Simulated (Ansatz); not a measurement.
# Mo: the cost of one run

Method: DFT PBEsol, scalar-relativistic, plane waves, PAW, in Ansatz 0.2.0.

The COD entry's cell or inner coordinates are ideal or old and differ from later refinements, so a difference from it is no clean test against experiment.

3 further runs of the same task are left out: 3 set aside as unsound or not needed.

### 1 The structure to begin with

The structure is cubic, space group Im-3m (No. 229). Conventional cell: a = 3.129 Å, b = 3.129 Å, c = 3.129 Å, α = 90.00°, β = 90.00°, γ = 90.00°. Around Mo (site symmetry m-3m) lie 8 Mo at 2.71 Å.

Structure file:

```cif
data_structure
_symmetry_space_group_name_H-M 'Im-3m'
_symmetry_Int_Tables_number 229
_cell_length_a 3.1293
_cell_length_b 3.1293
_cell_length_c 3.1293
_cell_angle_alpha 90.000
_cell_angle_beta 90.000
_cell_angle_gamma 90.000
_cell_volume 30.64
loop_
_atom_site_label
_atom_site_type_symbol
_atom_site_symmetry_multiplicity
_atom_site_Wyckoff_symbol
_atom_site_fract_x
_atom_site_fract_y
_atom_site_fract_z
_atom_site_occupancy
Mo1 Mo 2 a 0.00000 0.00000 0.00000 1
```

This cell was relaxed beforehand with the same method: volume 15.32 Å³/atom, gap on the mesh none (metal).

### 2 The film's bulk: Ti

Relaxed beforehand at this level: -2473.7925 eV/atom, gap on the mesh none (metal).

```xyz
1
Lattice="-1.6051 -1.6051 -1.6051 1.6051 1.6051 -1.6051 1.6051 -1.6051 1.6051" Properties=species:S:1:pos:R:3 pbc="T T T"
Ti    0.0000    0.0000    0.0000
```

### 3 The bulk in the cell of the plane

File input.yaml:

```yaml
crystal:
  lattice:
    - [2.7100592321, 0.0, 0.0]
    - [-0.9033530774, 2.5550683473, 0.0]
    - [0.9033530774, 1.2775341736, 2.2127540971]
  atoms:
    - { symbol: Mo, position: [0.0, 0.0, 0.0] }
basis:
  ecutwfc: 420
kpoints:
  mp_grid: { grid: [13, 13, 15] }
hamiltonian:
  xc: pbesol
scf:
  occupations: { method: gaussian, width: 0.1 }
output:
  forces: true
  stress: true
  eigenvalues: true
  write_density: true
  write_potential: true
  elf: true
  volumetric_format: npy
```

Command:

```
> ansatz run input.yaml --threads 2 --pin off --max-ram 5120MiB --backend cpu --events-out ev --progress --plain --runs-dir out
```

Q: Estimate wall time and peak memory on 2 threads of AMD EPYC 7R43 (Zen 3), shared host.

About 3.4 s, with a peak of 0.44 GiB.
